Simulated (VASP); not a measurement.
Crystal: PtSe.

```xyz
2
Lattice="0.0000 3.0374 3.0374 3.0374 0.0000 3.0374 3.0374 3.0374 0.0000" Properties=species:S:1:pos:R:3 pbc="T T T"
Pt    0.0000    0.0000    0.0000
Se    1.5187    1.5187    1.5187
```

The cell comes from a database or a generator and needn't be the stable form of this composition.

Base run:

- Program: VASP 6.6.1
- Functional: PBE
- Potentials or basis: VASP PAW PBE potentials, release 64 (Pt, Se)
- Cutoff: 520 eV
- k mesh: 5 × 5 × 5
- Occupations: gaussian, width 0.05 eV
- Spin: collinear spin, ferromagnetic start
- Starting moments: [0.5, 0.0] μB
- Hubbard terms: Pt d U = 4 eV

Its results: band gap on the k mesh none (metal or under the smearing width); pressure -11.9 GPa; net moment 0.10 μB per cell.

Q: The run is repeated on the same cell with these changes: hubbard terms from Pt d U = 4 eV to Pt d U = 2 eV; further incar settings from ALGO = Fast; EDIFF = 1e-06 to ALGO = Fast; EDIFF = 1e-06; NBANDS = 19. What comes out?

A: Band gap on the k mesh none (metal or under the smearing width); pressure -11.3 GPa; net moment -0.01 μB per cell.
